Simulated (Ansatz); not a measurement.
# GaN: the cost of one run

Program: Ansatz 0.2.0. Level of theory: DFT PBEsol, scalar-relativistic, plane waves, PAW. These are calculated values, not measurements.

3 further runs of the same task are left out: 1 that didn't finish, 2 set aside as unsound or not needed.

## Step 1: Starting point

Symmetry: F-43m, No. 216, cubic system. Conventional cell: a = 4.498 Å, b = 4.498 Å, c = 4.498 Å, α = 90.00°, β = 90.00°, γ = 90.00°. Ga (site symmetry -43m) has 4 N at 1.95 Å in its first shell of neighbours. Around N (site symmetry -43m) lie 4 Ga at 1.95 Å.

Structure file:

```xyz
2
Lattice="0.0000 2.2491 2.2491 2.2491 0.0000 2.2491 2.2491 2.2491 0.0000" Properties=species:S:1:pos:R:3 pbc="T T T"
Ga    0.0000    0.0000    0.0000
N     3.3737    3.3737    3.3737
```

It goes back to an entry of the Materials Project.

This cell was relaxed beforehand with the same method: volume 11.38 Å³/atom, gap on the mesh 1.70 eV.

Bulk energy on matching settings, from an earlier run: -2061.4175 eV/atom.

## Step 2: The (210) slab

Miller indices refer to the conventional cell of the relaxed bulk, F-43m (No. 216): a = 4.498 Å, b = 4.498 Å, c = 4.498 Å, α = 90.00°, β = 90.00°, γ = 90.00°.

The slab is a (210) slab, 10.6 Å thick as cut, with 15 Å of vacuum; its outer planes are Ga (top) and N (bottom).

The slab as cut. Its planes from the bottom up:

```csv
plane,atoms per cell,height over the lowest (Å)
1,N,0.00
2,Ga,0.50
3,N,1.01
4,Ga,1.51
5,N,2.01
6,Ga,2.51
7,N,3.02
8,Ga,3.52
9,N,4.02
10,Ga,4.53
11,N,5.03
12,Ga,5.53
13,N,6.04
14,Ga,6.54
15,N,7.04
16,Ga,7.54
17,N,8.05
18,Ga,8.55
19,N,9.05
20,Ga,9.56
21,N,10.06
22,Ga,10.56
```

## Step 3: The slab as cut, atoms at the bulk's places

The cell repeats along c, and a dipole correction in the vacuum removes the field between the copies.

The input, input.yaml:

```yaml
crystal:
  lattice:
    - [4.4982301441, 0.0, 0.0]
    - [-2.249115072, 5.0291741903, 0.0]
    - [0.0, 0.0, 25.5612657996]
  atoms:
    - { symbol: "N", position: [0.1, 0.7, 0.2934126995] }
    - { symbol: Ga, position: [0.7, 0.4, 0.3130876805] }
    - { symbol: "N", position: [0.8, 0.1, 0.3327626615] }
    - { symbol: Ga, position: [0.4, 0.8, 0.3524376425] }
    - { symbol: "N", position: [0.5, 0.5, 0.3721126235] }
    - { symbol: Ga, position: [0.1, 0.2, 0.3917876045] }
    - { symbol: "N", position: [0.2, 0.9, 0.4114625855] }
    - { symbol: Ga, position: [0.8, 0.6, 0.4311375665] }
    - { symbol: "N", position: [0.9, 0.3, 0.4508125475] }
    - { symbol: Ga, position: [0.5, 0.0, 0.4704875285] }
    - { symbol: "N", position: [0.6, 0.7, 0.4901625095] }
    - { symbol: Ga, position: [0.2, 0.4, 0.5098374905] }
    - { symbol: "N", position: [0.3, 0.1, 0.5295124715] }
    - { symbol: Ga, position: [0.9, 0.8, 0.5491874525] }
    - { symbol: "N", position: [0.0, 0.5, 0.5688624335] }
    - { symbol: Ga, position: [0.6, 0.2, 0.5885374145] }
    - { symbol: "N", position: [0.7, 0.9, 0.6082123955] }
    - { symbol: Ga, position: [0.3, 0.6, 0.6278873765] }
    - { symbol: "N", position: [0.4, 0.3, 0.6475623575] }
    - { symbol: Ga, position: [0.0, 0.0, 0.6672373385] }
    - { symbol: "N", position: [0.1, 0.7, 0.6869123195] }
    - { symbol: Ga, position: [0.7, 0.4, 0.7065873005] }
basis:
  ecutwfc: 420
kpoints:
  mp_grid: { grid: [7, 5, 1] }
hamiltonian:
  xc: pbesol
scf:
  occupations: { method: gaussian, width: 0.05 }
output:
  forces: true
  stress: true
  eigenvalues: true
  write_density: true
  write_potential: true
  elf: true
  volumetric_format: npy
efield:
  axis: 3
  dipole_correction: true
  ramp_width: 0.04
```

Run with:

```console
> ansatz run input.yaml --threads 2 --pin off --max-ram 5120MiB --backend cpu --events-out ev --progress --plain --runs-dir out
```

What time and memory should one allow on 2 threads of Intel Xeon at 2.50GHz (Skylake/Cascade Lake), shared host?

About 3.9 min, with a peak of 1.6 GiB.
